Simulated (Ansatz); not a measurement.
# CdSe under compression and expansion

```yaml
crystal:
  lattice:
    - [0.00000, 2.86907, 2.86907]
    - [2.86907, 0.00000, 2.86907]
    - [2.86907, 2.86907, 0.00000]
  atoms:
    - { symbol: Cd, position: [0.00000, 0.00000, 0.00000] }
    - { symbol: Se, position: [0.50000, 0.50000, 0.50000] }
```

The structure comes from a relaxation in the same program, started in the rocksalt type, and has space group Fm-3m. Whether it is a known phase or the ground state wasn't checked.

All numbers are computed: DFT, PBE, all-electron LAPW, scalar-relativistic (Ansatz 0.2.0); DFT, PBE, PAW with Ansatz's default frozen-core files, scalar-relativistic (Ansatz 0.2.0).

For LAPW: a Γ-centred 12×12×12 k mesh, Fermi–Dirac smearing of 0.03 eV, basis error target 1 meV/atom, no spin polarisation. PAW takes a cutoff of 420 eV at this cell. The Ansatz runs share mesh, smearing and spin set-up. Plane-wave (PAW) pressures include the program's estimate of the Pulay term.

The cell above is scaled evenly, with fractional coordinates and shape held.

(1) Estimate the equilibrium volume and bulk modulus that LAPW (all electrons) gives for this fixed shape.

## Answers

(1) V0 = 23.60 Å³/atom, B0 = 60 GPa, B0′ = 4.9, from a third-order Birch–Murnaghan fit to these pressures:
| V/V(cell) | V (Å³/atom) | P, LAPW (GPa) | P, PAW (GPa) |
| --- | --- | --- | --- |
| 0.9405 | 22.212 | 4.24 | 4.24 |
| 0.9700 | 22.908 | 1.93 | 1.94 |
| 1.0000 | 23.617 | -0.03 | -0.03 |
| 1.0300 | 24.325 | -1.68 | -1.68 |
| 1.0600 | 25.034 | -3.06 | -3.06 |
